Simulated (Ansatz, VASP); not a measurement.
## Two plane-wave programs on ZnS

```xyz
20
Lattice="3.8085 0.0000 0.0000 -1.9042 3.2982 0.0000 0.0000 0.0000 31.1363" Properties=species:S:1:pos:R:3 pbc="T T T"
Zn    0.0000    0.0000   18.6813
Zn    1.9042    1.0994    6.2297
Zn    1.9042    1.0994   24.9095
Zn    0.0000    2.1988   21.7933
Zn    0.0000    0.0000    9.3416
Zn    0.0000    0.0000    0.0004
Zn    0.0000    2.1988   28.0242
Zn    1.9042    1.0994   15.5694
Zn    0.0000    2.1988    3.1164
Zn    0.0000    2.1988   12.4547
S     0.0000    0.0000    2.3373
S     0.0000    0.0000   21.0149
S     0.0000    2.1988   30.3551
S     0.0000    2.1988   14.7891
S     1.9042    1.0994   17.9025
S     0.0000    2.1988   24.1262
S     1.9042    1.0994    8.5628
S     0.0000    2.1988    5.4497
S     0.0000    0.0000   11.6756
S     1.9042    1.0994   27.2455
```

Measurements of this composition are mostly on another form, of space group No. 216.

Alike in both runs: task electric field gradients; functional PBE; k mesh 8 × 8 × 1; occupations fermi-dirac, width 0.02 eV; no spin polarisation.

|  | VASP | Ansatz |
| --- | --- | --- |
| version | VASP 6.6.1 | Ansatz 0.2.0 |
| potentials or method | VASP PAW PBE potentials, release 64 (Zn, S) | plane-wave PAW, scalar-relativistic |
| plane-wave cutoff (eV) | 520 | 420 |
| valence electrons in the cell | 180 | 180 |

```tsv
	VASP	Ansatz	Ansatz less VASP
gap on the k mesh at the Fermi level (eV)	2.17	2.16	-0.006
pressure (GPa)	2.4	2.3	-0.16
Vzz of the field gradient on the site that differs most (V/Å²)	-0.6	-0.8	-0.12
```
